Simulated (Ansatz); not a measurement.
# Titanium, dhcp under PBE: ground state and equation of state

What does PBE give for titanium in the dhcp structure? We relax it, solve it on a dense k-mesh, then scale the cell to 7 volumes from 88 to 112 % of the relaxed one and try a fit of the equation of state. The start is ferromagnetic. The k-meshes are 12×12×4 for the relaxation; 16×16×5 for the dense run; 16×16×5 for the volumes.

Program: Ansatz 0.2.0. Level of theory: DFT PBE, plane waves (420 eV) with PAW, scalar-relativistic. These are calculated values, not measurements.

### Step 1. Starting point

It takes space group P6_3/mmc (No. 194, hexagonal). The conventional cell has a = 2.923 Å, b = 2.923 Å, c = 9.546 Å, α = 90.00°, β = 90.00°, γ = 120.00°. Around Ti (site symmetry -3m) lie 12 Ti at 2.92 Å. Around Ti (site symmetry -6m2) lie 12 Ti at 2.92 Å.

As a file:

```cif
data_structure
_symmetry_space_group_name_H-M 'P 1'
_symmetry_Int_Tables_number 1
_cell_length_a 2.9229
_cell_length_b 2.9229
_cell_length_c 9.5463
_cell_angle_alpha 90.000
_cell_angle_beta 90.000
_cell_angle_gamma 120.000
_cell_volume 70.63
loop_
_atom_site_label
_atom_site_type_symbol
_atom_site_fract_x
_atom_site_fract_y
_atom_site_fract_z
_atom_site_occupancy
Ti1 Ti 0.00000 0.00000 0.00000 1
Ti2 Ti 0.00000 0.00000 0.50000 1
Ti3 Ti 0.33333 0.66667 0.25000 1
Ti4 Ti 0.66667 0.33333 0.75000 1
```

The atoms start with moments of +1 ×4 μB.

### Step 2. Geometry optimisation

input.yaml

```yaml
crystal:
  lattice:
    - [2.9229395509, 0.0, 0.0]
    - [-1.4614697754, 2.5313399048, 0.0]
    - [0.0, 0.0, 9.5463205732]
  atoms:
    - { symbol: Ti, position: [0.0, 0.0, 0.0], spin: 1.0 }
    - { symbol: Ti, position: [0.0, 0.0, 0.5], spin: 1.0 }
    - { symbol: Ti, position: [0.3333333333, 0.6666666667, 0.25], spin: 1.0 }
    - { symbol: Ti, position: [0.6666666667, 0.3333333333, 0.75], spin: 1.0 }
hamiltonian:
  xc: pbe
  pseudopotentials:
    kind: paw
    azcp:
      Ti: "pseudopotentials/Ti.paw.azcp"
basis:
  ecutwfc: 420
  fft_grid_basis: typed
kpoints:
  mp_grid: { grid: [12, 12, 4], shift: [0, 0, 0] }
magnetization:
  spin_polarized: true
scf:
  occupations: { method: fermi_dirac, width: 0.05 }
relax:
  max_steps: 60
  f_tol: 0.01
  cell: {}
output:
  write_density: true
  write_potential: true
  elf: true
  volumetric_format: npy
```

Standard output:

```text
Warning: RAYON_NUM_THREADS=2 ignored (pool sized by the plan → 2); use --threads N
Engine: ansatz 0.2.0, aarch64-unknown-linux-gnu
Pseudopotentials: kind: paw
Pseudopotential: Ti, paw, valence charge 12, recommended cutoff 420 eV (normal), <dir>
Functional definition: PBE
  parameter kappa = 0.804
  parameter beta = 0.06672455060314922
  exchange = pbe_x(kappa = kappa, mu = beta*pi^2/3)
  correlation = pbe_c(beta = beta)
Crystal: 4 atoms, lattice volume = 70.633 Å³
Basis set: ecut = 420 eV, 1387 PW (Γ), exchange–correlation on 40×40×128 points (8 copies of the dense FFT grid, shifted against one another)
Bands: 32, of which v1, the nominal top of the filled ones, is band 24 counted from 1 (23 counted from 0)
Symmetry: 24 space group operations
Space group: P63/mmc (ITA 194), of the structure as read, at distance tolerance 4.1e-5 Å
Magnetic group: BNS 194.263 (UNI 1493), of the structure as read, at distance tolerance 4.1e-5 Å
k-points: 57 of 576
Non-local potential: Ti, projectors of the file, l = 0: 3, l = 1: 2, l = 2: 3, l = 3: 1
PAW form: soft (Blöchl's): semilocal exchange-correlation on the pseudo side does not see the compensation charge
PAW one-centre angular grid: Ti, 590 points (default); XC on 64 Gauss nodes
Initial density: superposition of atomic densities (chi_scale 0.1, normalization cell)
Starting moments: Σ|m| = 4 μB on 4 of 4 sites
Initial wavefunctions: pseudopotential atomic-orbital guess
Functional: x = pbe(κ = 0.804, μ = 0.2195149727645171), c = pbe(β = 0.06672455060314922)
SCF iter   1: F=—  HF=-9998.943243 eV  |F-HF|=—  |Δ(HF+E_count)|=         —  Δρ=5.32e-2 (↑5.32e-2 ↓1.29e-2)  dr2=2.20e0  dr2_m=5.02e-1  M=2.533 μB ∫|m|=2.533 μB  β_m=0.30  ethr=3.10e-3  ⟨swp⟩=4.1  Hψ=12422  notcnv=0
Mixer restart at iter 1: flushing history
preconditioner: auto → Kerker (q_TF=auto, 2.558 Å⁻¹)  [metal: Δε(μ)=0.003 eV  Ē_g=3.332 eV  σ=0.050 eV  W_gap=0.02  n_scr=12 (ndim 8)  ℏωp=17.7 eV  f_vac=0.000  D(μ)=6.85/eV (n_scr^D=78)]
spin=Collinear: Kerker preconditioning applied to the charge; magnetization (m = ρ↑ − ρ↓) channel mixes plain (no charge-response kernel on spin).
SCF iter   2: F=—  HF=-9998.227159 eV  |F-HF|=—  |Δ(HF+E_count)|=   7.16e-1  Δρ=3.63e-2 (↑3.63e-2 ↓1.19e-2)  dr2=8.81e-1  dr2_m=2.91e-1  M=2.362 μB ∫|m|=2.362 μB  β_m=0.59  ethr=3.10e-3  ⟨swp⟩=2.4  Hψ=5965  notcnv=0  defer=82
SCF iter   3: F=—  HF=-9998.284891 eV  |F-HF|=—  |Δ(HF+E_count)|=   5.77e-2  Δρ=9.87e-3 (↑8.40e-3 ↓9.87e-3)  dr2=1.56e-2  dr2_m=4.75e-2  M=1.684 μB ∫|m|=1.684 μB  β_m=0.79  ethr=1.84e-3  ⟨swp⟩=2.8  Hψ=6569  notcnv=0  defer=82
SCF iter   4: F=—  HF=-9998.490492 eV  |F-HF|=—  |Δ(HF+E_count)|=         —  Δρ=8.81e-3 (↑8.81e-3 ↓8.16e-3)  dr2=1.65e-3  dr2_m=4.61e-2  M=0.541 μB ∫|m|=0.542 μB  β_m=0.79  ethr=3.25e-5  ⟨swp⟩=2.4  Hψ=7644  notcnv=0  defer=32
SCF iter   5: F=—  HF=-9998.493789 eV  |F-HF|=—  |Δ(HF+E_count)|=   3.30e-3  Δρ=2.53e-3 (↑2.53e-3 ↓2.00e-3)  dr2=1.32e-3  dr2_m=2.73e-3  M=0.230 μB ∫|m|=0.231 μB  β_m=0.90  ethr=3.44e-6  ⟨swp⟩=2.1  Hψ=6435  notcnv=0  defer=26
SCF iter   6: F=—  HF=-9998.508380 eV  |F-HF|=—  |Δ(HF+E_count)|=   1.46e-2  Δρ=1.49e-3 (↑1.49e-3 ↓1.27e-3)  dr2=9.05e-5  dr2_m=1.22e-3  M=0.104 μB ∫|m|=0.116 μB  β_m=0.95  ethr=2.76e-6  ⟨swp⟩=2.2  Hψ=6956  notcnv=0  defer=22
SCF iter   7: F=—  HF=-9998.509312 eV  |F-HF|=—  |Δ(HF+E_count)|=   9.32e-4  Δρ=4.05e-4 (↑3.68e-4 ↓4.05e-4)  dr2=2.61e-5  dr2_m=9.24e-5  M=0.002 μB ∫|m|=0.051 μB  β_m=0.97  ethr=1.88e-7  ⟨swp⟩=2.1  Hψ=6614  notcnv=0  defer=20
SCF iter   8: F=—  HF=-9998.509342 eV  |F-HF|=—  |Δ(HF+E_count)|=   2.98e-5  Δρ=1.99e-4 (↑1.99e-4 ↓1.57e-4)  dr2=8.06e-6  dr2_m=1.92e-5  M=0.007 μB ∫|m|=0.025 μB  β_m=0.99  ethr=5.44e-8  ⟨swp⟩=2.0  Hψ=6151  notcnv=0  defer=20
SCF iter   9: F=—  HF=-9998.509362 eV  |F-HF|=—  |Δ(HF+E_count)|=   2.03e-5  Δρ=7.11e-5 (↑7.11e-5 ↓5.43e-5)  dr2=5.45e-6  dr2_m=2.08e-6  M=-0.000 μB ∫|m|=0.010 μB  β_m=0.99  ethr=1.68e-8  ⟨swp⟩=2.1  Hψ=6368  notcnv=0  defer=20
SCF iter  10: F=—  HF=-9998.509363 eV  |F-HF|=—  |Δ(HF+E_count)|=   1.03e-6  Δρ=2.65e-5 (↑1.39e-5 ↓2.65e-5)  dr2=6.52e-7  dr2_m=1.90e-7  M=-0.000 μB ∫|m|=0.003 μB  β_m=1.00  ethr=1.14e-8  ⟨swp⟩=2.9  Hψ=6891  notcnv=0  defer=20
SCF iter  11: F=—  HF=-9998.509364 eV  |F-HF|=—  |Δ(HF+E_count)|=   7.77e-7  Δρ=9.59e-6 (↑7.05e-6 ↓9.59e-6)  dr2=9.40e-8  dr2_m=3.15e-8  M=-0.000 μB ∫|m|=0.001 μB  β_m=1.00  ethr=1.36e-9  ⟨swp⟩=2.4  Hψ=5529  notcnv=0  defer=20
SCF iter  12: F=—  HF=-9998.509364 eV  |F-HF|=—  |Δ(HF+E_count)|=   6.26e-8  Δρ=3.39e-6 (↑3.22e-6 ↓3.39e-6)  dr2=6.78e-9  dr2_m=4.32e-9  M=-0.000 μB ∫|m|=0.000 μB  β_m=0.97  ethr=1.96e-10  ⟨swp⟩=2.1  Hψ=6059  notcnv=0  defer=20
SCF iter  13: F=—  HF=-9998.509364 eV  |F-HF|=—  |Δ(HF+E_count)|=   1.06e-8  Δρ=1.26e-6 (↑1.26e-6 ↓9.81e-7)  dr2=2.22e-9  dr2_m=4.78e-10  M=0.000 μB ∫|m|=0.000 μB  β_m=0.98  ethr=1.41e-11  ⟨swp⟩=2.0  Hψ=6569  notcnv=0  defer=20
SCF iter  14: F=—  HF=-9998.509364 eV  |F-HF|=—  |Δ(HF+E_count)|=   1.92e-9  Δρ=7.31e-7 (↑5.05e-7 ↓7.31e-7)  dr2=1.99e-9  dr2_m=5.90e-11  M=0.000 μB ∫|m|=0.000 μB  β_m=0.99  ethr=4.63e-12  ⟨swp⟩=3.6  Hψ=16625  notcnv=0
SCF iter  15: F=-9998.509364 eV  HF=-9998.509364 eV  |F-HF|=2.49e-10  |Δ(HF+E_count)|=  1.46e-10  Δρ=2.97e-7 (↑2.97e-7 ↓2.32e-7)  dr2=2.84e-10  dr2_m=1.50e-11  M=0.000 μB ∫|m|=0.000 μB  ethr=4.15e-12  ⟨swp⟩=5.1  Hψ=13504  notcnv=0
WARN: the starting moments were not kept: the SCF closed with an absolute magnetisation of 3.4e-5 μB, where they sum to 4 μB in size (4 sites). That is at most 0.1 of that sum. Measured as dr2_m measures the in/out step, that magnetisation stands 1.1e-10 eV from none, at or under the dr2_threshold of 1.0e-7 eV: it is no larger than a step whose dr2_m would equal this threshold. The system may hold no moment; this SCF shows only that its start led to no more than that. To try another start: raise the starting moments (crystal.atoms[].spin, magnetization.per_species, magnetization.initial_magnetization, or on a non-collinear deck that types none of these the spinor_matrix: blocks that start its atoms; where the total moment is fixed, keep their sum and leave initial_magnetization as it is; typed ones take the place of any that the run laid by itself, positive ones on a crystal's lanthanoids without a Hubbard term where scf.initial_density.shell_occupations: [] is typed) or, if the notice of its spin-set hold's release reads "site moments contracting" or "site moments show no strong build", lengthen the hold (scf.mixing.spin_hold: { on: { confirm: 4 } }; for m-r²SCAN on two components see the key's manual first). Each may lead to a state that holds a moment. A second SCF, from the converged charge density, with the starting moments and any scf.initial_density.shell_occupations laid on it anew, would have followed, and was not run: the deck does not ask for one (magnetization.retry_lost_moments is false, the default). To let it run, set magnetization.retry_lost_moments: true and run the deck again, where that key's refused combinations let it; where memory then withholds it, that run's warning says so.
SCF 1 converged in 15 iterations: F = -9998.509364 eV  dr2 = 2.84e-10
relax step   1: F+E_penalty+E_count = -9998.50936405 eV  Δ(F+E_penalty+E_count) = +0.000e0 eV  max|allowed force component| = 2.220e-16 eV/Å  Δτ_max = 0.0000 Å  P = -1.105 GPa  Ω = 70.633 Å³  (15 SCF iters, dr2 threshold 1.00e-7 eV, accepted)
[... 22 lines left out ...]
relax step   2: F+E_penalty+E_count = -9998.51498758 eV  Δ(F+E_penalty+E_count) = -5.624e-3 eV  max|allowed force component| = 2.405e-16 eV/Å  Δτ_max = 0.0000 Å  P = +1.687 GPa  Ω = 68.891 Å³  energy of the carried Pulay correction = +1.568e-4 eV  (11 SCF iters, dr2 threshold 4.00e-7 eV, accepted)
[... 20 lines left out ...]
relax step   3: F+E_penalty+E_count = -9998.52095694 eV  Δ(F+E_penalty+E_count) = -5.969e-3 eV  max|allowed force component| = 2.776e-17 eV/Å  Δτ_max = 0.0000 Å  P = -0.137 GPa  Ω = 70.008 Å³  energy of the carried Pulay correction = +5.704e-5 eV  (11 SCF iters, dr2 threshold 4.00e-7 eV, accepted)
[... 12 lines left out ...]
relax step   4: F+E_penalty+E_count = -9998.52100731 eV  Δ(F+E_penalty+E_count) = -5.037e-5 eV  max|allowed force component| = 2.220e-16 eV/Å  Δτ_max = 0.0000 Å  P = -0.000 GPa  Ω = 69.921 Å³  energy of the carried Pulay correction = +6.465e-5 eV  (7 SCF iters, dr2 threshold 6.38e-8 eV, accepted)
[... 12 lines left out ...]
relax step   5: F+E_penalty+E_count = -9998.52092793 eV  Δ(F+E_penalty+E_count) = +7.938e-5 eV  max|allowed force component| = 1.480e-16 eV/Å  Δτ_max = 0.0000 Å  P = +0.002 GPa  Ω = 69.921 Å³  stress off target by 3.77e-3 GPa  SCF on the basis re-selected at this cell (its energy is not comparable with the rows above)  (7 SCF iters)
basis re-selected at this cell: Δ(F+E_penalty+E_count) = +7.938e-5 eV, ΔP = +0.002 GPa vs the last step (what re-selecting the basis moved, of the pressure what is left beyond the Pulay correction that the steps carried, after the strain that the cell walked since its last selection, with what the two solves' SCF thresholds leave and, on support functions, any second-order correction that the steps lacked; it is no measure of the basis error at this ecutwfc). This SCF's stress stands 3.77e-3 GPa from its target on what of the cell is left free (relax.cell.stress_tol is 5.00e-2 GPa) and its largest allowed force component is 1.48e-16 eV/Å (relax.f_tol is 1.00e-2 eV/Å): within both
SCF converged after 7 iterations
Magnetization: 0.0000 μB (24.0000 up, 24.0000 down)
Absolute magnetization: 0.0000 μB (∫|ρ↑−ρ↓|, with the PAW one-centre terms)
Spin contamination: 0.0000 ħ² per cell (⟨S²⟩ above its minimum at these occupations)
Per-site moments (μB) at R_I (Å): [(1.6529432880532042e-6, 1.19269267277423), (1.652943288059608e-6, 1.19269267277423), (-9.788718455690796e-7, 1.19269267277423), (-9.788718457308498e-7, 1.19269267277423)]
Free energy (F): -9998.520928 eV
Harris-Foulkes:  -9998.520928 eV  (|F-HF|=2.91e-11)
Internal energy: -9998.472481 eV  (E = F + TS)
E sigma→0 (E₀):  -9998.496704 eV
Entropy (-TS):   -0.048447 eV (-12.112 meV/atom)
Fermi energy:    13.203849 eV
--- Per-component energies (eV) ---
  E_band       = -635.003357
  E_kinetic    = 1088.843945
  E_local      = -3264.162963  (includes V_loc(G=0)·N_el)
  E_nonlocal   = 32.038667
  E_hartree    = 1339.391898
  E_xc         = -389.615018
  E_vxc        = -487.402664  (∫ρ·V_xc dr)
  E_paw        = -4190.093587  (= ΣΔE_a)
  E_vpaw       = -683.104619  (= ΣTr[D̂ρ^β])
  E_aug_tail   = 0.000467  (compensation charges beyond the density's cutoff)
  E_ewald      = -4614.875890
  E_smearing   = -0.048447  (= −TS)
  E_closure    = 0.000000  (closes the sum)
  Σ components = -9998.520928   (vs F -9998.520928, Δ=0.00e0)
--- Forces (eV/Å), atoms counted from 1 ---
  atom   1  Ti     0.00000000     0.00000000     0.00000000
  atom   2  Ti     0.00000000     0.00000000    -0.00000000
  atom   3  Ti    -0.00000000     0.00000000     0.00000000
  atom   4  Ti     0.00000000    -0.00000000     0.00000000
  max |Σ_I F_I| component: 3.70e-17 eV/Å
--- Stress (GPa, compression-positive) ---
        0.003775      -0.000000       0.000000
        0.000000       0.003775       0.000000
        0.000000       0.000000      -0.001254
  P = ⅓ Tr σ = 0.0021 GPa (0.021 kbar)
--- Band table (eV; the first three rows and the last of 114) ---
  k-point 0 ↑: bands = ["-43.5498", "-43.4919", "-43.4769", "-43.4182", "-20.1189", "-19.8004", "-19.7626", "-19.5267", "-19.5267", "-19.4963", "-19.4963", "-19.4530", "-19.4530", "-19.4305", "-19.4221", "-19.4221", "7.1062", "8.9166", "8.9504", "10.6077", "13.3108", "13.3351", "13.8632", "13.8632", "13.9311", "13.9311", "13.9642", "14.1414", "14.2517", "14.2517", "14.3820", "14.3820"]
[... 3 lines left out ...]
--- Relaxed structure (4 steps of the walk, 4 accepted, 1 SCFs on fresh bases) ---
  F+E_penalty+E_count = -9998.52092793 eV   max|allowed force component| = 1.480e-16 eV/Å   (the final SCF, on the basis selected at the relaxed cell)
  cell:  # Å, volume = 69.9210 Å³
    - [2.935311552737284, -2.8989724914959407e-11, 0.0]
    - [-1.467655776343536, 2.5420543727069282, 0.0]
    - [0.0, 0.0, 9.370624929459984]
  atoms:
    - { symbol: Ti, position: [2.6640467459634257e-34, -1.9020854730082584e-35, 1.344971904529041e-35] }
    - { symbol: Ti, position: [2.64705800374916e-34, -4.438199437426287e-35, 0.49999999999999994] }
    - { symbol: Ti, position: [0.3333333333333333, 0.6666666666666667, 0.24999999999999997] }
    - { symbol: Ti, position: [0.6666666666666666, 0.3333333333333333, 0.7499999999999999] }
```

Wall time 55 s (2 threads of an Arm CPU, shared host); peak memory 0.51 GiB.

Step by step:

| step | energy change (meV/atom) | largest force (eV/Å) | pressure (GPa) | volume (Å³/atom) |
| --- | --- | --- | --- | --- |
| 1 | 0.00 | 0.0000 | -1.11 | 17.658 |
| 2 | -1.41 | 0.0000 | 1.69 | 17.223 |
| 3 | -2.90 | 0.0000 | -0.14 | 17.502 |
| 4 | -2.91 | 0.0000 | 0.00 | 17.480 |
| 5 | -2.89 | 0.0000 | 0.00 | 17.480 |

Steps that repeat a cell are solved on a basis chosen anew, so their changes of energy are no gain of the relaxation.

The cell of the run, before and after:

|  | before | after | change |
| --- | --- | --- | --- |
| a (Å) | 2.923 | 2.935 | +0.4 % |
| b (Å) | 2.923 | 2.935 | +0.4 % |
| c (Å) | 9.546 | 9.371 | -1.8 % |
| volume (Å³/atom) | 17.658 | 17.480 | -1.0 % |
| shortest distance (Å) | 2.923 | 2.891 | -1.1 % |
| space group (spins left aside) | P6_3/mmc | P6_3/mmc | same |

[end of part 1 of 3]
